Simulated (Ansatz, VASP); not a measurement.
## KF in VASP and in Ansatz

The input POSCAR:

```
KF
1.0
   -0.1278181870      2.6111429635      2.6111429635
    2.6111429635     -0.1278181870      2.6111429635
    2.6111429635      2.6111429635     -0.1278181870
K F
1 1
Direct
    0.0000000000      0.0000000000      0.0000000000
    0.5000000000      0.5000000000      0.5000000000
```

Contents of INCAR.step1:

```
SYSTEM = KF
PREC = Accurate ; ENCUT = 520
ISMEAR = 0 ; SIGMA = 0.05
LREAL = .FALSE. ; LASPH = .TRUE.
NELM = 60 ; NBANDS = 15
GGA = PE ; ALGO = Normal
EDIFF = 1E-4 ; LWAVE = .TRUE.
LCHARG = .FALSE.
```

The input INCAR.step2:

```
SYSTEM = KF
PREC = Accurate ; ENCUT = 520
EDIFF = 1E-7 ; ISMEAR = 0
SIGMA = 0.05 ; LREAL = .FALSE.
LASPH = .TRUE. ; NELM = 60
ALGO = Normal ; ISIF = 2
LWAVE = .FALSE. ; LCHARG = .TRUE.
METAGGA = R2SCAN ; LMIXTAU = .TRUE.
LELF = .TRUE. ; LVHAR = .TRUE.
NBANDS = 15 ; ISTART = 1
```

File KPOINTS:

```
regular mesh
0
G
  8 8 8
  0 0 0
```

Input for Ansatz:

```yaml
crystal:
  lattice:
    - [-0.127818187, 2.6111429635, 2.6111429635]
    - [2.6111429635, -0.127818187, 2.6111429635]
    - [2.6111429635, 2.6111429635, -0.127818187]
  atoms:
    - { symbol: K, position: [0.0, 0.0, 0.0] }
    - { symbol: F, position: [0.5, 0.5, 0.5] }
basis:
  ecutwfc: 500
kpoints:
  mp_grid: { grid: [8, 8, 8] }
hamiltonian:
  xc: r2scan
scf:
  occupations: { method: gaussian, width: 0.05 }
output:
  forces: true
  stress: true
  eigenvalues: true
```

Alike in both runs: task single point; functional r2SCAN; k mesh 8 × 8 × 8; occupations gaussian, width 0.05 eV; no spin polarisation.

|  | VASP | Ansatz |
| --- | --- | --- |
| version | VASP 6.6.1 | Ansatz 0.2.0 |
| potentials or method | VASP PAW PBE potentials, release 64 (K_sv, F) | scalar-relativistic, plane waves, PAW |
| plane-wave cutoff (eV) | 520 | 500 |
| valence electrons in the cell | 16 | 16 |

```tsv
	VASP	Ansatz	Ansatz less VASP
gap on the k mesh at the Fermi level (eV)	6.76	6.76	+0.001
least direct gap on the mesh (eV)	6.76	6.76	+0.001
pressure (GPa)	-0.7	-0.7	+0.05
largest component of the traceless stress (GPa)	0.51	0.52	+0.004
```

With one functional, cell and mesh, what is left measures potentials, basis and numerics.

Caveats: the PAW data sets were made with another functional, which shifts forces and pressure a little (VASP). A k mesh can miss the band edges. r2SCAN opens gaps a little over a GGA but as a rule still falls short of measured ones.
